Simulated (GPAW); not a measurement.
Write an ASE script for GPAW 26.7.0 that does the following.

```
Task                : equation of state
Functional          : PBE
Potentials or basis : GPAW PAW data sets (gpaw-data 1.2.1)
Cutoff              : 800 eV
Basis               : pw
k mesh              : 10 × 10 × 6
Occupations         : fermi-dirac, width 0.05 eV
Spin                : no spin polarisation
Maxiter             : 150
Eos scales          : [0.94, 0.96, 0.98, 1.0, 1.02, 1.04, 1.06]
```

AlN:

```
Al N
1.0
     3.11300    0.00000    0.00000
    -1.55650    2.69594    0.00000
     0.00000    0.00000    4.98100
Al N
2 2
Direct
  0.66667 0.33333 0.50000
  0.33333 0.66667 0.00000
  0.66667 0.33333 0.88000
  0.33333 0.66667 0.38000
```

One way to write it, as run:

run.py

```python
from ase import Atoms
from ase.eos import EquationOfState
from ase.io import Trajectory
from ase.units import GPa
from gpaw import GPAW, PW

atoms = Atoms(['Al', 'Al', 'N', 'N'],
              cell=[[3.113, 0.0, 0.0],
                    [-1.5565, 2.695937082, 0.0],
                    [0.0, 0.0, 4.981]],
              scaled_positions=[[0.6666666667, 0.3333333333, 0.5],
                                [0.3333333333, 0.6666666667, 0.0],
                                [0.6666666667, 0.3333333333, 0.88],
                                [0.3333333333, 0.6666666667, 0.38]],
              pbc=True)

traj = Trajectory('eos.traj', 'w')
volumes, energies = [], []
for x in [0.94, 0.96, 0.98, 1.0, 1.02, 1.04, 1.06]:
    a = atoms.copy()
    a.set_cell(atoms.cell * x**(1 / 3), scale_atoms=True)
    calc = GPAW(mode=PW(800),
                xc='PBE',
                kpts={'size': (10, 10, 6), 'gamma': True},
                occupations={'name': 'fermi-dirac', 'width': 0.05},
                nbands=18,
                convergence={'density': 1e-05, 'energy': 1e-05},
                maxiter=150,
                txt=f'eos-{x:.2f}.txt')
    a.calc = calc
    energies.append(a.get_potential_energy(force_consistent=True))
    volumes.append(a.get_volume())
    p = -a.get_stress()[:3].mean() / GPa
    calc.write(f'eos-{x:.2f}.gpw')
    traj.write(a)
    print(f'{x:.2f} {volumes[-1]:10.4f} A^3 {energies[-1]:14.6f} eV {p:9.3f} GPa', flush=True)

v0, e0, B = EquationOfState(volumes, energies, eos='birchmurnaghan').fit()
print(f'V0 = {v0:.4f} A^3, E0 = {e0:.6f} eV, B0 = {B / GPa:.2f} GPa')
```

Potentials or basis: GPAW PAW data sets (gpaw-data 1.2.1), pw.

Launch:

```sh
$ OMP_NUM_THREADS=1 python run.py
```

Results of the run:

```yaml
Equilibrium_volume: 10.72 Å³/atom
Bulk_modulus_at_fixed_shape_and_positions: 194 GPa
Pressure_derivative_of_the_bulk_modulus: 4.1
```

Caveat: the cell was scaled at fixed shape and fractional positions, which overstates the stiffness of a crystal with free parameters, most of all of layers and chains.

It took 6.1 min on 1 thread of Arm Neoverse V1, on a shared host, peak memory 0.53 GiB.
